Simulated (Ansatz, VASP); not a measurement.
# One calculation of Sb, two programs

```
CELL_PARAMETERS angstrom
3.31592 0.00000 0.00000
-1.65796 2.87167 0.00000
0.00000 0.00000 5.49182
ATOMIC_POSITIONS crystal
Sb 0.33333 0.66667 0.25000
Sb 0.66667 0.33333 0.75000
```

Alike in both runs: functional PBEsol; k mesh 18 × 18 × 10; occupations gaussian, width 0.1 eV; no spin polarisation.

Ansatz relaxed the structure, and its values are those at the end. VASP's run is a single point on that final structure, the one shown.

```csv
,VASP,Ansatz
version,VASP 6.6.1,Ansatz 0.2.0
potentials or method,"VASP PAW PBE potentials, release 64 (Sb)","scalar-relativistic, plane waves, PAW"
plane-wave cutoff (eV),520,420
valence electrons in the cell,10,30
```

|  | VASP | Ansatz | Ansatz less VASP |
| --- | --- | --- | --- |
| gap on the k mesh at the Fermi level (eV) | none | none | - |
| pressure (GPa) | 0.0 | 0.0 | 0.00 |

A gap of «none» marks a metal or a gap that the smearing closes. The two sets of potentials don't hold the same shells in valence.

Caveats: the PAW data sets were made with another functional, which shifts forces and pressure a little (VASP). Spin-orbit coupling is left out, which matters for the levels of Sb.
